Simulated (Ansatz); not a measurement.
TlBr, DFT, r2SCAN, all-electron PAW with datasets made for the crystal, scalar-relativistic (Ansatz 0.2.0), on 1 thread of Intel(R) Xeon(R) Platinum 8559C (Emerald Rapids) (shared host).

Command: `ansatz run input.yaml --threads 1 --pin off --max-ram 2048MiB --backend cpu --events-out ev --progress --plain --runs-dir out`

```yaml
crystal:
  lattice:
    - [3.1589280934, 0.0, 0.0]
    - [0.0, 3.1589280934, 0.0]
    - [0.0, 0.0, 3.1589280934]
  atoms:
    - { symbol: Tl, position: [0.0, 0.0, 0.0] }
    - { symbol: Br, position: [0.5, 0.5, 0.5] }
kpoints:
  mp_grid: { grid: [7, 7, 7] }
scf:
  occupations: { method: fermi_dirac, width: 0.03 }
hamiltonian:
  xc: r2scan
  pseudopotentials: { kind: all_electron, datasets: crystal }
output:
  forces: true
  stress: true
  eigenvalues: true
  efg: { contact_densities: true }
```

**Question.** How large is the problem that the program sets up?

**Answer.** 20 irreducible k-points, 365 plane waves at Γ, 18 bands.

**Question.** About how long does it take, and how much memory?

**Answer.** 5.8 s of wall time for 10 SCF iterations, with a peak of 0.61 GiB. Times on shared machines scatter by tens of per cent.
